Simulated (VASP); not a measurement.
Runs of VASP 6.6.1 on CdO (Monteponite). It takes space group Fm-3m (No. 225, cubic). The conventional cell has a = 4.699 Å, b = 4.699 Å, c = 4.699 Å, α = 90.00°, β = 90.00°, γ = 90.00°. Around Cd (site symmetry m-3m) lie 6 O at 2.35 Å. Around O (site symmetry m-3m) lie 6 Cd at 2.35 Å. 

```tsv
task	potentials or basis	cell	cutoff (eV)	smearing	gap on the mesh (eV)	pressure (GPa)	relaxed volume (Å³/atom)
band structure	VASP PAW PBE potentials, release 64 (Cd, O_s)	as given	400	fermi-dirac 0.05 eV	-	(b)	-
relaxation of cell and atoms	VASP PAW PBE potentials, release 54 (Cd, O)	relaxed	600	fermi-dirac 0.05 eV	none	0.0	13.66
band structure	VASP PAW PBE potentials, release 64 (Cd, O_h)	as given	900	fermi-dirac 0.05 eV	-	7.2	-
single point	VASP PAW PBE potentials, release 64 (Cd, O)	as given	520	gaussian 0.029 eV	none	(a)	-
relaxation of cell and atoms	VASP PAW PBE potentials, release 64 (Cd, O_h)	relaxed	980	fermi-dirac 0.05 eV	none	0.0	13.67
relaxation of cell and atoms	VASP PAW PBE potentials, release 64 (Cd, O_s)	relaxed	480	fermi-dirac 0.05 eV	none	0.0	13.65
band structure	VASP PAW PBE potentials, release 54 (Cd, O)	as given	500	fermi-dirac 0.05 eV	-	7.5	-
```

Alike in all rows: level PBE; no spin polarisation; k mesh 10 × 10 × 10.

Problem. Estimate the missing entries.

Solution. (a) 7.6; (b) 6.7.

Caveats: this crystal is a semiconductor, whose small gap the functional closes, so the metal is an error of the method; the cutoff is under 1.25 times the usual one of these potentials, so pressure, stress and relaxed cells hold a basis-set (Pulay) error (some runs).

A k mesh can miss the band edges, and the runs leave out spin-orbit coupling on Cd.

A gap of «none» marks a metal or a gap under the smearing width.
